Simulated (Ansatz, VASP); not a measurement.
## KF (Carobbiite) in VASP and in Ansatz

```
K F
1.0
     0.00000    2.58129    2.58129
     2.58129    0.00000    2.58129
     2.58129    2.58129    0.00000
K F
1 1
Direct
  0.00000 0.00000 0.00000
  0.50000 0.50000 0.50000
```

Alike in both runs: functional LDA; k mesh 8 × 8 × 8; occupations gaussian, width 0.02 eV; no spin polarisation.

Ansatz relaxed the structure, and its values are those at the end. VASP's run is a single point on that final structure, the one shown.

|  | VASP | Ansatz |
| --- | --- | --- |
| version | VASP 6.6.1 | Ansatz 0.2.0 |
| potentials or method | VASP PAW LDA potentials, release 64 (K_sv, F) | scalar-relativistic, plane waves, PAW |
| plane-wave cutoff (eV) | 520 | 420 |
| valence electrons in the cell | 16 | 16 |

Ansatz gave:

| Quantity | Value |
| --- | --- |
| gap on the k mesh at the Fermi level (eV) | 6.37 |
| least direct gap on the mesh (eV) | 6.37 |
| pressure (GPa) | 0.0 |

Question: Estimate VASP's values.

Answer: gap on the k mesh at the Fermi level (eV): 6.35; least direct gap on the mesh (eV): 6.35; pressure (GPa): 0.2.

A k mesh can miss the band edges. Expect the measured gap to be larger: semilocal functionals such as LDA lack the derivative discontinuity.
